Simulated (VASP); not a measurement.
A run of VASP 6.6.1 is set up as follows.

INCAR

```
  PREC = Accurate
  ENCUT = 520
  EDIFF = 1E-6
  ISMEAR = 0
  SIGMA = 0.05
  LREAL = F
  LASPH = T
  NELM = 60
  ALGO = Normal
  ISIF = 2
  LWAVE = F
  LCHARG = T
  ISPIN = 2
  MAGMOM = 1 -1 0 0
  LORBIT = 11
  LMAXMIX = 4
  GGA = CA
  LELF = T
  LVHAR = T
  NBANDS = 30
```

KPOINTS

```
Automatic mesh
0
Gamma
  5 5 7
```

POSCAR

```
TiO
1.0
    2.7083400800      2.7083400800      0.0000000000
   -2.7083400800      2.7083400800      0.0000000000
    0.0000000000      0.0000000000      2.7083400800
Ti O
2 2
Direct
    0.0000000000      0.0000000000      0.0000000000
    0.5000000000      0.5000000000      0.0000000000
    0.5000000000      0.0000000000      0.5000000000
    0.0000000000      0.5000000000      0.5000000000
```

Potentials or basis: VASP PAW LDA potentials, release 64 (Ti_sv, O).

The run is started by

```sh
$ cat potpaw_LDA.64/Ti_sv/POTCAR potpaw_LDA.64/O/POTCAR > POTCAR
$ mpirun -np 1 vasp_std > vasp.out
```

Task: What does it give for the net moment?

Result: 0.00 μB per cell.

Task: Predict the pressure.

Result: -28.0 GPa.

Task: Estimate the band gap on the k mesh.

Result: None (metal or under the smearing width).

Stress tensor (GPa, compression positive):
```
-28.05   0.00   0.00
  0.00 -28.05   0.00
  0.00   0.00 -27.77
```

Caveat: so large a pressure means that the cell lies far from this level's equilibrium, or that cutoff or potentials fall short; semilocal functionals often make such compounds metallic where correlation or magnetic order opens a gap, which also shifts bond lengths.
